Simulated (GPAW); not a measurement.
Set up this calculation in GPAW 26.7.0, as an ASE script.

```
Task                : relaxation of cell and atoms
Functional          : BP86
Potentials or basis : PAW data sets generated in the run's folder for this functional
Cutoff              : 600 eV
Basis               : pw
k mesh              : 5 × 5 × 5
Occupations         : fermi-dirac, width 0.05 eV
Spin                : no spin polarisation
Maxiter             : 150
Optimizer           : BFGS
Fmax                : 0.02 eV/Å
Max steps           : 60
Convergence         : density=1e-06 energy=1e-06 eigenstates=1e-10
```

The system is Sb.

```xyz
2
Lattice="2.1542 1.2437 3.7580 -2.1542 1.2437 3.7580 0.0000 -2.4875 3.7580" Properties=species:S:1:pos:R:3 pbc="T T T"
Sb    0.0000    0.0000    8.6416
Sb    0.0000    0.0000    2.6324
```

These files were run (other wordings do the same):

run.py

```python
from ase.filters import FrechetCellFilter
from ase.io import write
from ase.optimize import BFGS
from ase.spacegroup import crystal
from gpaw import GPAW, PW, setup_paths

setup_paths.insert(0, '.')

# Sb 6c
atoms = crystal(['Sb'],
                basis=[[0.0, 0.0, 0.76651]],
                spacegroup=166, setting=1,  # R-3m
                cellpar=[4.3084, 4.3084, 11.274, 90.0, 90.0, 120.0],
                primitive_cell=True)

calc = GPAW(mode=PW(600),
            xc='GGA_X_B88+GGA_C_P86',
            kpts={'size': (5, 5, 5), 'gamma': True},
            occupations={'name': 'fermi-dirac', 'width': 0.05},
            nbands=25,
            convergence={'density': 1e-06, 'energy': 1e-06, 'eigenstates': 1e-10},
            maxiter=150,
            txt='gpaw.txt')
atoms.calc = calc
opt = BFGS(FrechetCellFilter(atoms), trajectory='relax.traj', logfile='-')
done = opt.run(fmax=0.02, steps=60)
calc.write('gs.gpw')
write('result.traj', atoms)
print('Converged:', done)
print('Cell:', atoms.cell.cellpar().round(4))
print('Volume:', round(atoms.get_volume(), 4))
print(atoms.get_scaled_positions().round(5))
```

Potentials or basis: PAW data sets generated in the run's folder for this functional, pw.

Command:

```bash
$ gpaw-setup -f GGA_X_B88+GGA_C_P86 Sb
$ OMP_NUM_THREADS=1 python run.py
```

It gave:

```yaml
Relaxed_volume: 32.27 Å³/atom
Relaxed_cell: a = 4.614 Å, b = 4.614 Å, c = 4.614 Å, α = 56.94°, β = 56.94°, γ = 56.94°
Space_group_after_relaxing_to_0.05_Å: R-3m (No. 166)
Energy_gained_by_relaxing: 18.7 meV/atom
Ionic_steps: 11
Pressure_after_relaxing: 0.1 GPa
Largest_force_after_relaxing: 0.005 eV/Å
Band_gap_on_the_k_mesh: 0.34 eV, indirect (least direct gap 0.52 eV)
```

Caveat: later steps reuse the first step's grids; spin-orbit coupling is left out, which moves the levels of the heavy elements; an odd mesh through Γ misses points on the zone boundary, where band edges often lie.

Run time: 4.2 min on 1 thread of Arm Neoverse V1 (shared host), peak memory 0.26 GiB.
